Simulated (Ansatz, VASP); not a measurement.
PtSe2 in VASP and in Ansatz

```
Pt Se
1.0
     3.83572    0.00000    0.00000
    -1.91786    3.32183    0.00000
     0.00000    0.00000    4.91014
Pt Se
1 2
Direct
  0.00000 0.00000 0.00000
  0.33333 0.66667 0.25000
  0.66667 0.33333 0.75000
```

Change from the starting cell: strain +0.030 along x and y, -0.030 along z, atoms carried along.

Alike in both runs: task single point; functional PBE; k mesh 12 × 12 × 10; occupations gaussian, width 0.15 eV; no spin polarisation.

|  | VASP | Ansatz |
| --- | --- | --- |
| version | VASP 6.6.1 | Ansatz 0.2.0 |
| potentials or method | VASP PAW PBE potentials, release 64 (Pt, Se) | scalar-relativistic, plane waves, PAW |
| plane-wave cutoff (eV) | 520 | 420 |
| valence electrons in the cell | 22 | 50 |

```tsv
	VASP	Ansatz	Ansatz less VASP
gap on the k mesh at the Fermi level (eV)	none	none	-
pressure (GPa)	1.6	1.6	+0.03
largest component of the traceless stress (GPa)	1.87	1.88	+0.005
rms of the force components (eV/Å)	0.149	0.147	-0.0017
```

Atom by atom the forces differ by 0.002 eV/Å (rms over components). A gap of «none» marks a metal or a gap that the smearing closes. The functional is the same, so the differences come from potentials, cutoffs and numerics. The two sets of potentials don't hold the same shells in valence.

Spin-orbit coupling is left out, which matters for the levels of Pt.
